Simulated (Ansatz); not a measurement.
How Co answers to pressure

```cif
data_structure
_symmetry_space_group_name_H-M 'Fm-3m'
_symmetry_Int_Tables_number 225
_cell_length_a 3.5914
_cell_length_b 3.5914
_cell_length_c 3.5914
_cell_angle_alpha 90.000
_cell_angle_beta 90.000
_cell_angle_gamma 90.000
_cell_volume 46.32
loop_
_atom_site_label
_atom_site_type_symbol
_atom_site_symmetry_multiplicity
_atom_site_Wyckoff_symbol
_atom_site_fract_x
_atom_site_fract_y
_atom_site_fract_z
_atom_site_occupancy
Co1 Co 4 a 0.00000 0.00000 0.00000 1
```

The runs use the primitive cell with vectors (0.000, 1.796, 1.796), (1.796, 0.000, 1.796), (1.796, 1.796, 0.000) Å, to which the k mesh refers.

The geometry is COD entry 9012936, unchecked; take it as a test cell. It was measured hot, at 1300 K.

Method: Ansatz 0.2.0, DFT, PBE, all-electron LAPW, scalar-relativistic.

Settings: a Γ-centred 16×16×16 k mesh, Fermi–Dirac smearing of 0.08 eV, basis error target 1 meV/atom, spin-polarised from start moments Co 2 μB.

The cell is scaled evenly with fractional coordinates held.

```json
{"V/V(cell)": "0.9800", "P (GPa)": "-7.34", "cell moment (μB)": "1.684"}
{"V/V(cell)": "1.0000", "P (GPa)": "-10.54", "cell moment (μB)": "1.708"}
{"V/V(cell)": "1.0200", "P (GPa)": "-13.41", "cell moment (μB)": "1.727"}
{"V/V(cell)": "1.0600", "P (GPa)": "-18.33", "cell moment (μB)": "1.755"}
```

(1) From the rows at 0.9800 and 1.0200, what is the bulk modulus at the cell's volume?

(2) How does the moment scale with volume?

(3) Predict the row at V/V(cell) = 0.9405. How far is a linear estimate of P off?

Answers

(1) B = −ΔP/Δln V = −[(-13.41) − (-7.34)]/0.04001 = 151.7 GPa. This is the modulus at -10.54 GPa, not at zero pressure.

(2) dln M/dln V = ln(1.727/1.684)/0.04001 = 0.6: expansion raises it.

(3) P = 0.18 GPa, moment 1.633 μB. The linear estimate P(cell) − B ln(V/V(cell)) = -1.23 GPa misses by 1.41 GPa, since the modulus grows under compression.
